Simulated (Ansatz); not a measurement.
# AlN (P6_3mc) in Ansatz: a series of runs, part 2 of 3

Ansatz 0.2.0.

### 4 Band structure, r2SCAN

Input file input.yaml:

```yaml
crystal:
  lattice:
    - [3.113, 0.0, 0.0]
    - [-1.5565, 2.695937082, 0.0]
    - [0.0, 0.0, 4.981]
  atoms:
    - { symbol: Al, position: [0.6666666667, 0.3333333333, 0.5] }
    - { symbol: Al, position: [0.3333333333, 0.6666666667, 0.0] }
    - { symbol: "N", position: [0.6666666667, 0.3333333333, 0.88] }
    - { symbol: "N", position: [0.3333333333, 0.6666666667, 0.38] }
hamiltonian:
  xc: r2scan
  pseudopotentials: { kind: paw }
kpoints:
  mp_grid: { grid: [10, 10, 6] }
  band_path:
    path:
      - [[0.0, 0.0, 0.0], [0.5, 0.0, 0.0], [0.3333333333, 0.3333333333, 0.0], [0.0, 0.0, 0.0], [0.0, 0.0, 0.5], [0.5, 0.0, 0.5], [0.3333333333, 0.3333333333, 0.5], [0.0, 0.0, 0.5]]
      - [[0.5, 0.0, 0.5], [0.5, 0.0, 0.0]]
      - [[0.3333333333, 0.3333333333, 0.0], [0.3333333333, 0.3333333333, 0.5]]
    npoints: 14
scf:
  occupations: { method: fermi_dirac, width: 0.05 }
  n_extra_bands: 10
output:
  forces: true
  stress: true
  eigenvalues: true
  fatbands: false
```

Potentials or basis: Ansatz PAW.

The run is started by

```bash
> ansatz run input.yaml --threads 2 --pin off --max-ram 5632MiB --backend cpu --events-out ev --progress --plain --runs-dir out
```

Output:

```text
Warning: RAYON_NUM_THREADS=2 ignored (pool sized by the plan → 2); use --threads N
scf.n_extra_bands = 10 over 8 filled bands (N_el = 16.0): the run solves 18 bands
Engine: ansatz 0.2.0, x86_64-unknown-linux-gnu
Pseudopotentials: kind: paw
Pseudopotential: Al, paw, valence charge 3, recommended cutoff 500 eV (meta_gga), Al.paw.azcp
Pseudopotential: N, paw, valence charge 5, recommended cutoff 500 eV (meta_gga), N.paw.azcp
Functional definition: r2SCAN
  parameter k0 = 0.174
  parameter k1 = 0.065
  parameter a1 = 4.9479
  exchange = r2scan_x(k0 = k0, k1 = k1, a1 = a1)
  correlation = r2scan_c
Crystal: 4 atoms, lattice volume = 41.803 Å³
Basis set: ecut = 500 eV, 1087 PW (Γ), exchange–correlation on 96×96×160 points (64 copies of the dense FFT grid, shifted against one another)
Bands: 18, of which v1, the nominal top of the filled ones, is band 8 counted from 1 (7 counted from 0)
Symmetry: 12 space group operations
Space group: P63mc (ITA 186), of the structure as read, at distance tolerance 3.5e-5 Å
k-points: 56 of 600 (time reversal used)
Non-local potential: Al, projectors of the file, l = 0: 2, l = 1: 2, l = 2: 1
Non-local potential: N, projectors of the file, l = 0: 2, l = 1: 2, l = 2: 1
PAW form: soft (Blöchl's): semilocal exchange-correlation on the pseudo side does not see the compensation charge
PAW frozen core: Al, regenerated for the run's functional (the file was generated under x = pbe(κ = 0.804, μ = 0.2195149727645171), c = pbe(β = 0.06672455060314922))
PAW frozen core: N, regenerated for the run's functional (the file was generated under x = pbe(κ = 0.804, μ = 0.2195149727645171), c = pbe(β = 0.06672455060314922))
PAW one-centre angular grid: Al, 302 points (default); XC on 160 Gauss nodes
PAW one-centre angular grid: N, 302 points (default); XC on 160 Gauss nodes
Initial density: superposition of atomic densities (neutral atoms: chi_scale 0, normalization atom), corrected by the library's trained network
Initial wavefunctions: pseudopotential atomic-orbital guess
Functional: x = r2scan, c = r2scan; τ floored in thin density (d = 2e-4 eV/Å³)
SCF iter   1: F=—  HF=-1856.827331 eV  |F-HF|=—  |Δ(HF+E_count)|=         —  Δρ=6.55e-3  dr2=1.76e-2  dr2_τ=3.10e-1  ethr=1.77e-3  ⟨swp⟩=5.6  Hψ=5741  notcnv=0  defer=10
preconditioner: auto → none  [insulator: Δε(μ)=4.763 eV  Ē_g=17.744 eV  σ=0.050 eV  W_gap=1.00  n_scr=2 (ndim 8)  ℏωp=23.0 eV  f_vac=0.000  D(μ)=0.00/eV (n_scr^D=0)  ε∞_Penn≈2.7]
SCF iter   2: F=—  HF=-1856.968966 eV  |F-HF|=—  |Δ(HF+E_count)|=   1.42e-1  Δρ=4.49e-3  dr2=3.82e-3  dr2_τ=2.89e-4  ethr=1.10e-4  ⟨swp⟩=2.3  Hψ=2308  notcnv=0  defer=175
SCF iter   3: F=—  HF=-1856.968634 eV  |F-HF|=—  |Δ(HF+E_count)|=   3.33e-4  Δρ=6.66e-4  dr2=1.38e-4  dr2_τ=5.94e-5  ethr=2.39e-5  ⟨swp⟩=1.4  Hψ=863  notcnv=0  defer=175
SCF iter   4: F=—  HF=-1856.968621 eV  |F-HF|=—  |Δ(HF+E_count)|=   1.23e-5  Δρ=1.85e-4  dr2=1.50e-5  dr2_τ=8.82e-7  ethr=8.61e-7  ⟨swp⟩=2.5  Hψ=1236  notcnv=0  defer=175
SCF iter   5: F=—  HF=-1856.968618 eV  |F-HF|=—  |Δ(HF+E_count)|=   2.84e-6  Δρ=4.59e-5  dr2=1.04e-6  dr2_τ=1.07e-7  ethr=9.39e-8  ⟨swp⟩=2.2  Hψ=1228  notcnv=0  defer=175
SCF iter   6: F=—  HF=-1856.968618 eV  |F-HF|=—  |Δ(HF+E_count)|=   1.36e-8  Δρ=2.11e-5  dr2=2.20e-7  dr2_τ=4.00e-9  ethr=6.25e-10  ⟨swp⟩=8.5  Hψ=5616  notcnv=0
SCF iter   7: F=-1856.968618 eV  HF=-1856.968618 eV  |F-HF|=9.90e-9  |Δ(HF+E_count)|=   2.11e-8  Δρ=6.16e-6  dr2=1.87e-8  dr2_τ=4.37e-10  ethr=6.25e-10  ⟨swp⟩=4.0  Hψ=2338  notcnv=0
SCF 1 converged in 7 iterations: F = -1856.968618 eV  dr2 = 1.87e-8
NSCF: frozen V_eff on 129 k-points
SCF converged after 7 iterations
Free energy (F): -1856.968618 eV
Harris-Foulkes:  -1856.968618 eV  (|F-HF|=9.90e-9)
Internal energy: -1856.968618 eV  (E = F + TS)
E sigma→0 (E₀):  -1856.968618 eV
Fermi energy:    9.319433 eV
--- Per-component energies (eV) ---
  E_band       = 22.532171
  E_kinetic    = 320.961183
  E_local      = -449.550919  (includes V_loc(G=0)·N_el)
  E_nonlocal   = 108.435002
  E_hartree    = 157.602484
  E_xc         = -197.701569
  E_vxc        = -238.327295  (∫ρ·V_xc dr)
  E_paw        = -1204.872222  (= ΣΔE_a)
  E_vpaw       = -46.988086  (= ΣTr[D̂ρ^β])
  E_aug_tail   = 0.000038  (compensation charges beyond the density's cutoff)
  E_vtau       = 12.800349  (kinetic-family band-sum trace: ∫τ·v_τ [+ j·A + Jᵃ·Aᵃ] dr)
  E_ewald      = -591.663270
  E_core_change = -0.179345  (= ΣΔE_core)
  E_smearing   = -0.000000  (= −TS)
  E_closure    = 0.000000  (closes the sum)
  Σ components = -1856.968618   (vs F -1856.968618, Δ=0.00e0)
--- Forces (eV/Å), atoms counted from 1 ---
  atom   1  Al    -0.00000000     0.00000000    -0.12227246
  atom   2  Al     0.00000000    -0.00000000    -0.12227246
  atom   3  N      0.00000000    -0.00000000     0.12217713
  atom   4  N      0.00000000     0.00000000     0.12217713
  max |Σ_I F_I| component: 1.91e-4 eV/Å
--- Stress (GPa, compression-positive) ---
       -1.514092       0.000000      -0.000000
        0.000000      -1.514092       0.000000
       -0.000000       0.000000       0.257980
  P = ⅓ Tr σ = -0.9234 GPa (-9.234 kbar)
--- Band table (eV; the first three rows and the last of 56) ---
  k-point 0: bands = ["-9.0735", "-6.9659", "0.8279", "6.0029", "6.0029", "6.6685", "6.6685", "6.8589", "11.7183", "14.3455", "18.4286", "18.8876", "18.8876", "20.9728", "20.9728", "20.9843", "22.2243", "22.2243"]
  k-point 1: bands = ["-8.9670", "-7.1635", "1.1950", "6.0451", "6.0451", "6.2660", "6.6215", "6.6215", "12.2082", "14.4045", "18.2477", "18.8474", "18.8474", "20.1893", "20.5492", "20.5492", "22.7162", "22.7162"]
  k-point 2: bands = ["-8.6589", "-7.6404", "2.1694", "4.9662", "6.1621", "6.1621", "6.4948", "6.4948", "13.1881", "14.4324", "17.9700", "18.8900", "18.8900", "19.0091", "19.7976", "19.7976", "23.9957", "23.9957"]
  k-point 55: bands = ["-6.6191", "-6.6191", "1.9284", "1.9284", "3.2007", "3.2007", "6.0333", "6.0333", "14.6767", "14.6767", "15.9277", "15.9277", "19.7718", "19.7718", "21.4578", "21.4578", "24.1545", "24.1545"]
```

Wall time 15 s (2 threads of Intel Xeon at 2.50GHz (Skylake/Cascade Lake), shared host); peak memory 0.45 GiB.

Results:

```yaml
Free_energy: -1856.9686 eV
Pressure: -0.9 GPa
Largest_force: 0.122 eV/Å
Band_gap_on_the_k_mesh: 4.86 eV, direct
Band_gap_along_the_path: 4.86 eV, direct
```

Forces in eV/Å, atoms in the order of the input:
```
Al   0.000  0.000 -0.122
Al   0.000  0.000 -0.122
N    0.000  0.000  0.122
N    0.000  0.000  0.122
```

Levels at the corners of the path, in eV from the valence-band top:
```
point  band 6  band 7  band 8  band 9  band 10  band 11
    Γ   -0.19   -0.19    0.00    4.86     7.49    11.57
    M   -2.11   -1.76   -0.68    6.46     6.56     9.02
    K   -2.47   -2.40   -2.40    5.70     9.15    10.57
    Γ   -0.19   -0.19    0.00    4.86     7.49    11.57
    A   -0.53   -0.53   -0.53    7.19     7.19    11.30
    L   -1.47   -1.38   -1.38    6.00     6.00    10.16
    H   -3.87   -0.80   -0.80    8.15     8.15     8.66
    A   -0.53   -0.53   -0.53    7.19     7.19    11.30
    L   -1.47   -1.38   -1.38    6.00     6.00    10.16
    M   -2.11   -1.76   -0.68    6.46     6.56     9.02
    K   -2.47   -2.40   -2.40    5.70     9.15    10.57
    H   -3.87   -0.80   -0.80    8.15     8.15     8.66
```

Caveat: the PAW data sets come from PBE, with cores solved anew for the run's functional, which leaves a small shift of forces and pressure.

### 5 Born charges and dielectric tensor, PBEsol

Input file input.yaml:

```yaml
crystal:
  lattice:
    - [3.113, 0.0, 0.0]
    - [-1.5565, 2.695937082, 0.0]
    - [0.0, 0.0, 4.981]
  atoms:
    - { symbol: Al, position: [0.6666666667, 0.3333333333, 0.5] }
    - { symbol: Al, position: [0.3333333333, 0.6666666667, 0.0] }
    - { symbol: "N", position: [0.6666666667, 0.3333333333, 0.88] }
    - { symbol: "N", position: [0.3333333333, 0.6666666667, 0.38] }
hamiltonian:
  xc: pbesol
  pseudopotentials: { kind: paw }
kpoints:
  mp_grid: { grid: [10, 10, 6] }
scf:
  occupations: { method: fixed }
output:
  eigenvalues: true
dielectric:
  method: response
```

Potentials or basis: Ansatz PAW.

The run is started by

```bash
> ansatz run input.yaml --threads 2 --pin off --max-ram 5632MiB --backend cpu --events-out ev --progress --plain --runs-dir out
```

Output:

```text
Warning: RAYON_NUM_THREADS=2 ignored (pool sized by the plan → 2); use --threads N
Engine: ansatz 0.2.0, x86_64-unknown-linux-gnu
Pseudopotentials: kind: paw
Pseudopotential: Al, paw, valence charge 3, recommended cutoff 420 eV (normal), Al.paw.azcp
Pseudopotential: N, paw, valence charge 5, recommended cutoff 420 eV (normal), N.paw.azcp
Functional definition: PBEsol
  exchange = pbesol_x
  correlation = pbesol_c
Crystal: 4 atoms, lattice volume = 41.803 Å³
Basis set: ecut = 420 eV, 809 PW (Γ), exchange–correlation on 48×48×72 points (8 copies of the dense FFT grid, shifted against one another)
Bands: 12, of which v1, the nominal top of the filled ones, is band 8 counted from 1 (7 counted from 0)
Symmetry: 12 space group operations
k-points: 172 of 600 (irreducible under 2 space group operations, time reversal used)
Non-local potential: Al, projectors of the file, l = 0: 2, l = 1: 2, l = 2: 1
Non-local potential: N, projectors of the file, l = 0: 2, l = 1: 2, l = 2: 1
PAW form: soft (Blöchl's): semilocal exchange-correlation on the pseudo side does not see the compensation charge
PAW frozen core: Al, regenerated for the run's functional, and the local potential with it (the file was generated under x = pbe(κ = 0.804, μ = 0.2195149727645171), c = pbe(β = 0.06672455060314922))
PAW frozen core: N, regenerated for the run's functional, and the local potential with it (the file was generated under x = pbe(κ = 0.804, μ = 0.2195149727645171), c = pbe(β = 0.06672455060314922))
PAW one-centre angular grid: Al, 110 points (default); XC on 64 Gauss nodes
PAW one-centre angular grid: N, 110 points (default); XC on 64 Gauss nodes
Initial density: superposition of atomic densities (neutral atoms: chi_scale 0, normalization atom), corrected by the library's trained network
Initial wavefunctions: pseudopotential atomic-orbital guess
Functional: x = pbesol(κ = 0.804, μ = 0.12345679012345678), c = pbesol(β = 0.046)
SCF iter   1: F=—  HF=-1811.929147 eV  |F-HF|=—  |Δ(HF+E_count)|=         —  Δρ=1.04e-2  dr2=4.80e-2  ethr=1.77e-3  ⟨swp⟩=5.0  Hψ=11489  notcnv=0  defer=319
preconditioner: auto → none  [insulator: Δε(μ)=4.053 eV  Ē_g=12.949 eV  n_scr=2 (ndim 8)  ℏωp=23.0 eV  f_vac=0.000  ε∞_Penn≈4.1]
SCF iter   2: F=—  HF=-1811.917236 eV  |F-HF|=—  |Δ(HF+E_count)|=   1.19e-2  Δρ=4.40e-3  dr2=6.19e-3  ethr=3.00e-4  ⟨swp⟩=2.6  Hψ=4935  notcnv=0  defer=344
SCF iter   3: F=—  HF=-1811.915308 eV  |F-HF|=—  |Δ(HF+E_count)|=   1.93e-3  Δρ=6.26e-4  dr2=8.68e-5  ethr=3.87e-5  ⟨swp⟩=2.1  Hψ=3459  notcnv=0  defer=344
SCF iter   4: F=—  HF=-1811.915315 eV  |F-HF|=—  |Δ(HF+E_count)|=   6.30e-6  Δρ=6.17e-5  dr2=5.82e-7  ethr=5.43e-7  ⟨swp⟩=2.2  Hψ=3431  notcnv=0  defer=141
SCF iter   5: F=—  HF=-1811.915314 eV  |F-HF|=—  |Δ(HF+E_count)|=   2.67e-7  Δρ=8.16e-6  dr2=1.08e-8  ethr=3.64e-9  ⟨swp⟩=2.0  Hψ=3428  notcnv=0  defer=6
SCF iter   6: F=-1811.915314 eV  HF=-1811.915314 eV  |F-HF|=4.37e-11  |Δ(HF+E_count)|=   5.83e-9  Δρ=7.02e-7  dr2=7.85e-11  ethr=1.00e-12  ⟨swp⟩=2.7  Hψ=10024  notcnv=0
SCF 1 converged in 6 iterations: F = -1811.915314 eV  dr2 = 7.85e-11
NSCF: frozen V_eff on 2 k-points
DFPT response loops at Γ: preconditioner auto → none (the input reference at scf.mixing.eps_inf says where Resta's filter doesn't serve); β = 0.50; Broyden in place of MSR1
── the response to a field inside a basis, on 10×10×6 k-points: an SCF that follows is theirs, and a resumed run solves both again ──
Bands: 9, of which v1, the nominal top of the filled ones, is band 8 counted from 1 (7 counted from 0)
k-points: 90 of 600 (irreducible under 4 space group operations, time reversal used)
Initial density: handed on by an earlier stage of this run
Initial wavefunctions: pseudopotential atomic-orbital guess (no wavefunctions were taken with the density)
Eigensolver: Dense (90 Hₖ)
SCF iter   1: F=—  HF=-1811.918556 eV  |F-HF|=—  |Δ(HF+E_count)|=         —  Δρ=4.14e-4  dr2=1.05e-5  ethr=1.00e-1
preconditioner: auto → none  [insulator: Δε(μ)=4.534 eV  Ē_g=11.073 eV  n_scr=2 (ndim 8)  ℏωp=23.0 eV  f_vac=0.000  ε∞_Penn≈5.3]
SCF iter   2: F=—  HF=-1811.918564 eV  |F-HF|=—  |Δ(HF+E_count)|=   7.95e-6  Δρ=1.96e-4  dr2=2.87e-6  ethr=6.54e-8
SCF iter   3: F=—  HF=-1811.918567 eV  |F-HF|=—  |Δ(HF+E_count)|=   3.10e-6  Δρ=7.43e-5  dr2=8.45e-7  ethr=1.79e-8
SCF iter   4: F=-1811.918567 eV  HF=-1811.918567 eV  |F-HF|=2.68e-9  |Δ(HF+E_count)|=   1.06e-7  Δρ=5.78e-6  dr2=4.03e-9  ethr=5.28e-9
SCF 1 converged in 4 iterations: F = -1811.918567 eV  dr2 = 4.03e-9
DFPT response loops at Γ: mixed as the last ones told, above
SCF converged after 6 iterations
Free energy (F): -1811.915314 eV
Harris-Foulkes:  -1811.915314 eV  (|F-HF|=4.37e-11)
Internal energy: -1811.915314 eV  (E = F + TS)
E sigma→0 (E₀):  -1811.915314 eV
Fermi energy:    7.020573 eV
--- Per-component energies (eV) ---
  E_band       = 28.661562
  E_kinetic    = 317.596354
  E_local      = -446.007194  (includes V_loc(G=0)·N_el)
  E_nonlocal   = 111.294408
  E_hartree    = 153.673850
  E_xc         = -201.407380
  E_vxc        = -214.962440  (∫ρ·V_xc dr)
  E_paw        = -1155.496744  (= ΣΔE_a)
  E_vpaw       = -46.607399  (= ΣTr[D̂ρ^β])
  E_aug_tail   = 0.000187  (compensation charges beyond the density's cutoff)
  E_ewald      = -591.663270
  E_core_change = 0.094476  (= ΣΔE_core)
  E_smearing   = -0.000000  (= −TS)
  E_closure    = 0.000000  (closes the sum)
  Σ components = -1811.915314   (vs F -1811.915314, Δ=0.00e0)
--- Band table (eV; the first three rows and the last of 172) ---
  k-point 0: bands = ["-8.1073", "-5.9263", "0.9920", "6.1856", "6.1856", "6.8407", "6.8407", "7.0206", "11.1532", "13.5910", "17.5229", "18.0748"]
  k-point 1: bands = ["-7.9998", "-6.1386", "1.3678", "6.2274", "6.2274", "6.4142", "6.7942", "6.7942", "11.6477", "13.6580", "17.3502", "18.0420"]
  k-point 2: bands = ["-7.6882", "-6.6419", "2.3499", "5.1191", "6.3422", "6.3422", "6.6695", "6.6695", "12.5967", "13.7191", "17.0775", "18.0828"]
  k-point 171: bands = ["-6.1471", "-5.3886", "2.1037", "2.6489", "3.8599", "4.2932", "5.1858", "5.8941", "12.7878", "14.3616", "15.5930", "16.7206"]
--- Dielectric response (ions clamped): 3 representative field directions + reference, inside a basis on a mesh of 600 k-points (Σ response iterations 15) ---
  ε∞ (high-frequency dielectric tensor):
        4.501203    -0.000000     0.000000
       -0.000000     4.501203     0.000000
        0.000000     0.000000     4.708795
  Born effective charges Z* (e; rows j = field, columns β = displacement):
    site 0:
         2.52854   -0.00000    0.00000
        -0.00000    2.52854    0.00000
         0.00000   -0.00000    2.68400
    site 1:
         2.52854   -0.00000    0.00000
        -0.00000    2.52854    0.00000
         0.00000    0.00000    2.68400
    site 2:
        -2.52854    0.00000   -0.00000
         0.00000   -2.52854    0.00000
        -0.00000   -0.00000   -2.68400
    site 3:
        -2.52854    0.00000   -0.00000
         0.00000   -2.52854   -0.00000
        -0.00000    0.00000   -2.68400
  Z* charge neutrality: 1.682e-3 e pre-enforcement
  solved inside a basis spanned on kpoints, on 10×10×6 k-points, its susceptibility summed on 16×16×10: ε∞ is read to err by 1.4e-2, Z* by 1.1e-2 e (field_mesh: kpoints solves on kpoints); Z* is corrected for what the basis lacks
```

It took 78 s on 2 threads of Intel Xeon at 2.50GHz (Skylake/Cascade Lake), shared host; peak memory 0.62 GiB.

Results:

```
Free energy                             : -1811.9153 eV
Band gap on the k mesh                  : 4.13 eV, direct
Electronic dielectric tensor (diagonal) : 4.50, 4.50, 4.71
Born charges (mean of the diagonal)     : Al +2.58; N -2.58 e
```

Levels at points of the mesh, in eV from the valence-band top:
| k point | band 4 | band 5 | band 6 | band 7 | band 8 | band 9 | band 10 | band 11 | band 12 |
| --- | --- | --- | --- | --- | --- | --- | --- | --- | --- |
| (0.00, 0.00, 0.00) | -0.83 | -0.83 | -0.18 | -0.18 | 0.00 | 4.13 | 6.57 | 10.50 | 11.05 |
| (0.00, 0.00, -0.50) | -3.34 | -0.52 | -0.52 | -0.52 | -0.52 | 6.38 | 6.38 | 10.24 | 10.24 |
| (0.00, -0.50, 0.00) | -4.16 | -3.36 | -2.08 | -1.79 | -0.66 | 5.69 | 5.70 | 8.10 | 10.19 |
| (0.00, -0.50, -0.50) | -5.62 | -1.45 | -1.45 | -1.36 | -1.36 | 5.20 | 5.20 | 9.17 | 9.17 |
| (-0.50, 0.00, 0.00) | -4.16 | -3.36 | -2.08 | -1.79 | -0.66 | 5.69 | 5.70 | 8.10 | 10.19 |
| (-0.50, 0.00, -0.50) | -5.62 | -1.45 | -1.45 | -1.36 | -1.36 | 5.20 | 5.20 | 9.17 | 9.17 |

Electronic dielectric tensor:
```
4.50 0.00 0.00
0.00 4.50 0.00
0.00 0.00 4.71
```

Born effective charge tensors (e):
atom 1, Al
```
2.53 0.00 0.00
0.00 2.53 0.00
0.00 0.00 2.68
```
atom 2, Al
```
2.53 0.00 0.00
0.00 2.53 0.00
0.00 0.00 2.68
```
atom 3, N
```
-2.53  0.00  0.00
 0.00 -2.53  0.00
 0.00  0.00 -2.68
```
atom 4, N
```
-2.53  0.00  0.00
 0.00 -2.53  0.00
 0.00  0.00 -2.68
```

Caveat: the PAW data sets come from PBE, with cores solved anew for the run's functional, which leaves a small shift of forces and pressure.

(Continued in part 3 of 3.)
